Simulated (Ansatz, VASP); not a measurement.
# Mo in VASP and in Ansatz

INCAR

```
PREC = Accurate
ENCUT = 600
EDIFF = 1E-7
ISMEAR = -1
SIGMA = 0.05
LREAL = False
LASPH = True
NELM = 80
ALGO = Fast
ISIF = 3
LWAVE = False
LCHARG = False
GGA = RE
IBRION = 2
NSW = 40
EDIFFG = -0.01
```

The input KPOINTS:

```
regular mesh
0
Gamma
  12 12 12
```

File POSCAR:

```
Mo
1.0
   -1.5838089719      1.5838089719      1.5838089719
    1.5838089719     -1.5838089719      1.5838089719
    1.5838089719      1.5838089719     -1.5838089719
Mo
1
Direct
    0.0000000000      0.0000000000      0.0000000000
```

The input input.yaml:

```yaml
crystal:
  lattice:
    - [-1.5838089719, 1.5838089719, 1.5838089719]
    - [1.5838089719, -1.5838089719, 1.5838089719]
    - [1.5838089719, 1.5838089719, -1.5838089719]
  atoms:
    - { symbol: Mo, position: [0.0, 0.0, 0.0] }
hamiltonian:
  xc: revpbe
  pseudopotentials: { kind: paw }
kpoints:
  mp_grid: { grid: [12, 12, 12] }
scf:
  occupations: { method: fermi_dirac, width: 0.05 }
output:
  forces: true
  stress: true
  eigenvalues: true
  write_density: true
  write_potential: true
  elf: true
  volumetric_format: npy
relax:
  f_tol: 0.01
  max_steps: 40
  cell: { stress_tol: 0.05 }
```

Alike in both runs: task relaxation of cell and atoms; functional revPBE; k mesh 12 × 12 × 12; occupations fermi-dirac, width 0.05 eV; no spin polarisation.

|  | VASP | Ansatz |
| --- | --- | --- |
| version | VASP 6.6.1 | Ansatz 0.2.0 |
| potentials or method | VASP PAW PBE potentials, release 64 (Mo_sv) | Ansatz PAW |
| plane-wave cutoff (eV) | 600 | 420 |
| valence electrons in the cell | 14 | 14 |

Ansatz gave:

| Quantity | Value |
| --- | --- |
| gap on the k mesh at the Fermi level, each at its own relaxed structure (eV) | none |
| relaxed volume (Å³/atom) | 15.93 |
| relaxed cell length with the largest relative difference (Å) | 2.745 |

Question: What did VASP give for the same quantities?

Answer: gap on the k mesh at the Fermi level, each at its own relaxed structure (eV): none; relaxed volume (Å³/atom): 15.95; relaxed cell length with the largest relative difference (Å): 2.747.

A gap of «none» marks a metal or a gap that the smearing closes.

Caveats: the PAW data sets were made with another functional, which shifts forces and pressure a little (VASP); the plane-wave basis is chosen anew once the cell has moved, so the energies of steps on either side of that aren't comparable (Ansatz); the PAW data sets come from PBE, with cores solved anew for the run's functional, which leaves a small shift of forces and pressure (Ansatz).
